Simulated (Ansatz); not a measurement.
# The honeycomb BAs bilayer (AB) under a gate, part 2 of 2

Wanted: Fermi level and gate voltage of the honeycomb BAs bilayer (AB) as it is charged.

Ansatz 0.2.0; plane-wave DFT, PBE-D3(BJ), Ansatz PAW.

So far. Step 11 (Gated layer, added electrons -10×10¹³ per cm²): Against the uncharged case this takes -7.22 V.

**14. A changed input**

Another changed input: it repeats the earlier run at 1 × 10¹³ added electrons per cm² with kpoints.mp_grid.grid from [84, 84, 1] to [18, 18, 1].

input.yaml reads:

```yaml
crystal:
  lattice:
    - [3.3712284361, 0.0, 0.0]
    - [-1.685614218, 2.9195694676, 0.0]
    - [0.0, 0.0, 36.6659100833]
  atoms:
    - { symbol: As, position: [0.6666666667, 0.3333333333, 0.4513761358] }
    - { symbol: B, position: [0.3333333333, 0.6666666667, 0.4500092855] }
    - { symbol: As, position: [0.0, 0.0, 0.5499907145] }
    - { symbol: B, position: [0.6666666667, 0.3333333333, 0.5486751244] }
  periodic: [true, true, false]
  symmetry: { detect: true }
total_charge: -0.009843
kpoints:
  mp_grid: { grid: [18, 18, 1] }
  band_path:
    path: [[0, 0, 0], [0.5, 0, 0], [0.33333333, 0.33333333, 0], [0, 0, 0]]
    npoints: 16
hamiltonian:
  xc: pbe
  dispersion: d3bj
scf:
  occupations: { method: fermi_dirac, width: 0.02585 }
  convergence: { dr2_threshold: 1.0e-10 }
output:
  forces: true
  eigenvalues: true
  write_potential: true
  write_density: true
  volumetric_format: npy
external_charges:
  - { charge: 0, barrier: 10, axis: 3, height: 23.666, sigma: 0.25 }
  - { charge: 0.009843, axis: 3, height: 25.166, sigma: 0.5 }
```

Launch:

```sh
> ansatz run input.yaml --threads 4 --pin off --max-ram 16384MiB --backend cpu --events-out ev --progress --plain --runs-dir out
```

It took 16 s on 4 threads of Arm Neoverse V1, shared host; peak memory 0.71 GiB; 64 s of CPU time.

```csv
quantity,this run,earlier run,difference
"potential beyond the upper barrier and gate, less the barrier, from the Fermi level (eV)",3.517,3.529,-0.012
```

It moves by -0.0122 eV.

The change shows in the results, which are not taken further.

**15. A changed input**

Another changed input: it repeats the earlier run at 1 × 10¹³ added electrons per cm² with kpoints.mp_grid.grid from [84, 84, 1] to [30, 30, 1].

input.yaml, as its differences from that of step 14:

```diff
@@ -14,3 +14,3 @@
 kpoints:
-  mp_grid: { grid: [18, 18, 1] }
+  mp_grid: { grid: [30, 30, 1] }
   band_path:
```

The job ended after 37 s (4 threads; peak memory 0.97 GiB; 2.4 min of CPU time).

```csv
quantity,this run,earlier run,difference
"potential beyond the upper barrier and gate, less the barrier, from the Fermi level (eV)",3.529,3.529,-2.0e-4
```

Nothing in the table moves by 0.01 in its unit.

The change did no harm here.

**16. A changed input: accuracy = "medium"**

Another changed input: it repeats the earlier run at 1 × 10¹³ added electrons per cm² with accuracy to medium.

input.yaml, as its differences from that of step 15:

```diff
@@ -14,3 +14,3 @@
 kpoints:
-  mp_grid: { grid: [30, 30, 1] }
+  mp_grid: { grid: [84, 84, 1] }
   band_path:
@@ -33 +33,2 @@
   - { charge: 0.009843, axis: 3, height: 25.166, sigma: 0.5 }
+accuracy: medium
```

Run time: 3.9 min. Hardware: 4 threads; peak memory 3.7 GiB; 16 min of CPU time.

This step gave:

- energy at zero smearing: -10023.4379 eV
- potential beyond the upper barrier and gate, less the barrier, from the Fermi level: 3.529 eV

Electronic bands along the path, in eV, zero at the Fermi level:

```csv
point,band 15,band 16,band 17,band 18,band 19,band 20,band 21,band 22
Γ,-2.26,-2.26,-2.20,-2.20,3.03,3.12,3.32,4.08
halfway,-4.38,-3.53,-3.42,-3.02,2.39,2.64,3.61,4.23
M,-4.37,-4.25,-2.21,-1.56,0.69,0.93,1.70,1.99
halfway,-5.68,-5.55,-1.88,-1.24,0.66,0.70,3.63,3.93
K,-6.76,-6.72,-1.13,-0.77,-0.02,0.43,5.42,5.77
halfway,-4.42,-4.34,-4.05,-2.71,3.05,3.70,3.91,4.10
Γ,-2.26,-2.26,-2.20,-2.20,3.03,3.12,3.32,4.08
```

```csv
quantity,this run,earlier run,difference
"potential beyond the upper barrier and gate, less the barrier, from the Fermi level (eV)",3.529,3.529,0
```

Nothing in the table moves by 0.01 in its unit.

**17. A changed input**

Another changed input: it repeats the earlier run at 1 × 10¹³ added electrons per cm² with scf.occupations.method from fermi_dirac to methfessel_paxton, scf.occupations.width from 0.02585 to 0.01, basis.ecutrho_ratio to 6 and basis.xc_grid to 1.

input.yaml, as its differences from that of step 16:

```diff
@@ -22,3 +22,3 @@
 scf:
-  occupations: { method: fermi_dirac, width: 0.02585 }
+  occupations: { method: methfessel_paxton, width: 0.01 }
   convergence: { dr2_threshold: 1.0e-10 }
@@ -33,2 +33,4 @@
   - { charge: 0.009843, axis: 3, height: 25.166, sigma: 0.5 }
-accuracy: medium
+basis:
+  ecutrho_ratio: 6
+  xc_grid: 1
```

Elapsed: 3.6 min, on 4 threads; peak memory 3.8 GiB.

Numbers from this step:

* potential beyond the upper barrier and gate, less the barrier, from the Fermi level: 3.519 eV

Electronic bands along the path, in eV, zero at the Fermi level:

```csv
point,band 15,band 16,band 17,band 18,band 19,band 20,band 21,band 22
Γ,-2.27,-2.27,-2.21,-2.21,3.03,3.12,3.31,4.07
halfway,-4.39,-3.54,-3.43,-3.02,2.38,2.63,3.60,4.22
M,-4.38,-4.26,-2.22,-1.57,0.68,0.92,1.69,1.98
halfway,-5.69,-5.56,-1.89,-1.25,0.66,0.69,3.62,3.92
K,-6.77,-6.73,-1.14,-0.78,-0.03,0.42,5.41,5.76
halfway,-4.42,-4.35,-4.06,-2.72,3.04,3.69,3.90,4.10
Γ,-2.27,-2.27,-2.21,-2.21,3.03,3.12,3.31,4.07
```

```csv
quantity,this run,earlier run,difference
"potential beyond the upper barrier and gate, less the barrier, from the Fermi level (eV)",3.519,3.529,-0.011
```

It moves by -0.0107 eV.

Of the bands kept, 1 crosses the Fermi level on this path.

**18. Results**

| Item | Value |
| --- | --- |
| gap with uncharged gates | 0.636 eV |
| gate voltage at 10×10¹³ holes per cm² | -7.22 V |
| gate voltage at 10×10¹³ electrons per cm² | +7.25 V |
| total capacitance near 8×10¹³ holes per cm² | 2.28 µF/cm² |

Putting 10×10¹³ holes per cm² on the layer takes -7.22 V on the gate; how far the Fermi level moves against the bands is taken for single layers without spin and with an even electron count alone. Between the first holes and the first electrons the voltage runs over 2.04 V: the drop across the plates for that charge, plus the way of the Fermi level through the region of the 0.64 eV gap. The zero of the voltage lies where the smearing puts the uncharged Fermi level. Plates 5 Å apart would give 1.77 µF/cm² in vacuum; the computed total runs from 1.5 to 2.45 µF/cm². A value over that of the plates means that the screening charge has its centre outside the outer atoms; a low density of states works the other way. Few carriers sample few k-points, so the slopes at the lowest densities depend on the mesh and on the temperature. The gates are charged sheets behind model barriers, not atoms. Spin-orbit coupling is left out.

[Logs are printed without paths, hosts, clocks, repeated set-up lines and the standing remarks that a program may print on its own settings, such as how far it seeks lower states.]

[Hosts, paths, dates, database ids (printed as entryN), source tags and the programs' standing remarks are cut or masked in the printed files.]

[Maps of the electrostatic potential energy from Ansatz leave out the sawtooth potential of an applied field or a dipole correction, so their vacuum need not be flat; planar profiles and work functions include it.]
